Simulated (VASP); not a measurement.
Runs of VASP 6.6.1 on BeTe. The structure is cubic, space group F-43m (No. 216). The conventional cell has a = 5.540 Å, b = 5.540 Å, c = 5.540 Å, α = 90.00°, β = 90.00°, γ = 90.00°. Around Te (site symmetry -43m) lie 4 Be at 2.40 Å. Around Be (site symmetry -43m) lie 4 Te at 2.40 Å. 

| task | level | potentials or basis | spin | cell | k mesh | cutoff (eV) | gap on the mesh (eV) | pressure (GPa) | relaxed volume (Å³/atom) |
| --- | --- | --- | --- | --- | --- | --- | --- | --- | --- |
| band structure | LDA | VASP PAW LDA potentials, release 64 (Te, Be) | off | as given | 8 × 8 × 8 | 520 | (b) | - | - |
| band structure | PBEsol | VASP PAW PBE potentials, release 64 (Te, Be) | off | as given | 8 × 8 × 8 | 520 | 1.73 | (a) | - |
| relaxation of cell and atoms | LDA | VASP PAW LDA potentials, release 64 (Te, Be) | off | relaxed | 8 × 8 × 8 | 600 | 1.78 | 0.0 | 21.51 |
| band structure | LDA | VASP PAW LDA potentials, release 64 (Te, Be) | SOC, no magnetisation | as given | 6 × 6 × 6 | 520 | - | 0.9 | - |
| relaxation of cell and atoms | PBEsol | VASP PAW PBE potentials, release 64 (Te, Be) | off | relaxed | 8 × 8 × 8 | 600 | 1.83 | 0.0 | 22.10 |

Alike in all rows: smearing fermi-dirac 0.05 eV.

**Question.** Estimate the missing entries.

**Answer.** (a) 2.5; (b) 1.75.

Caveats: spin-orbit coupling is left out, which moves the levels of the heavy elements (some runs); the PAW data sets were made with another functional, which shifts forces and pressure a little (some runs).

A k mesh can miss the band edges, and rows without SOC leave out spin-orbit coupling on Te.

Runs at the PBE level aren't shown here.
